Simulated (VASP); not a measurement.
Write the native input for VASP 6.6.1 that does the following.

```yaml
Task: relaxation of cell and atoms
Functional: PBEsol
Potentials_or_basis: VASP PAW PBE potentials, release 64 (Be, Se)
Cutoff: 600 eV
k_mesh: 10 × 10 × 10
Occupations: gaussian, width 0.02 eV
Spin: no spin polarisation
Dipole_correction: no
Further_INCAR_settings: ALGO = Normal; EDIFF = 1e-07; IBRION = 2; EDIFFG = -0.005; NSW = 100; ISIF = 3
```

The structure of BeSe lies in POSCAR:

```
BeSe
1.0
    0.0000000000      2.5350000000      2.5350000000
    2.5350000000      0.0000000000      2.5350000000
    2.5350000000      2.5350000000      0.0000000000
Be Se
1 1
Direct
    0.0000000000      0.0000000000      0.0000000000
    0.2500000000      0.2500000000      0.2500000000
```

The input as run:

INCAR

```
PREC = Accurate
ENCUT = 600
EDIFF = 1E-7
ISMEAR = 0
SIGMA = 0.02
LREAL = F
LASPH = T
NELM = 100
ALGO = Normal
ISIF = 3
LWAVE = F
LCHARG = F
GGA = PS
IBRION = 2
NSW = 100
EDIFFG = -0.005
```

KPOINTS

```
regular mesh
0
Gamma
  10 10 10
```

Potentials or basis: VASP PAW PBE potentials, release 64 (Be, Se).

The run is started by

```bash
$ cat potpaw_PBE.64/Be/POTCAR potpaw_PBE.64/Se/POTCAR > POTCAR
$ mpirun -np 1 vasp_std > vasp.out
```

It gave:

```json
{
  "Relaxed volume": "16.93 Å³/atom",
  "Relaxed cell": "a = 3.631 Å, b = 3.631 Å, c = 3.631 Å, α = 60.00°, β = 60.00°, γ = 60.00°",
  "Space group after relaxing (to 0.05 Å)": "F-43m (No. 216)",
  "Energy gained by relaxing": "6.3 meV/atom",
  "Ionic steps": "3",
  "Pressure after relaxing": "0.0 GPa",
  "Band gap on the k mesh": "2.46 eV, indirect (least direct gap 4.26 eV)"
}
```

Caveat: the PAW data sets were made with another functional, which shifts forces and pressure a little.

It took 20 s on 1 thread of AMD EPYC 9R45 (Zen 5), with other jobs on the host, peak memory 0.15 GiB.
